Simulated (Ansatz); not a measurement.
**AlRu in Ansatz: the effect of functional**

Crystal: AlRu.

```
CELL_PARAMETERS angstrom
2.97152 0.00000 0.00000
0.00000 2.97152 0.00000
0.00000 0.00000 2.97152
ATOMIC_POSITIONS crystal
Ru 0.50000 0.50000 0.50000
Al 0.00000 0.00000 0.00000
```

The cell isn't the ideal one: volume scaled by 0.98.

Alike in all runs:

* Program: Ansatz 0.2.0
* Task: single point
* Potentials or basis: Ansatz PAW
* k mesh: 9 × 9 × 9
* Occupations: fermi-dirac, width 0.05 eV
* Spin: no spin polarisation

```tsv
functional	cutoff	pressure (GPa)
LDA	420 eV (not typed: the program's choice for these potentials)	?
PBEsol	420 eV (not typed: the program's choice for these potentials)	1.0
r2SCAN	500 eV (not typed: the program's choice for these potentials)	2.4
```

What does the run with functional LDA give?

Pressure -4.0 GPa.

Caveats: the PAW data sets come from PBE, with cores solved anew for the run's functional, which leaves a small shift of forces and pressure.
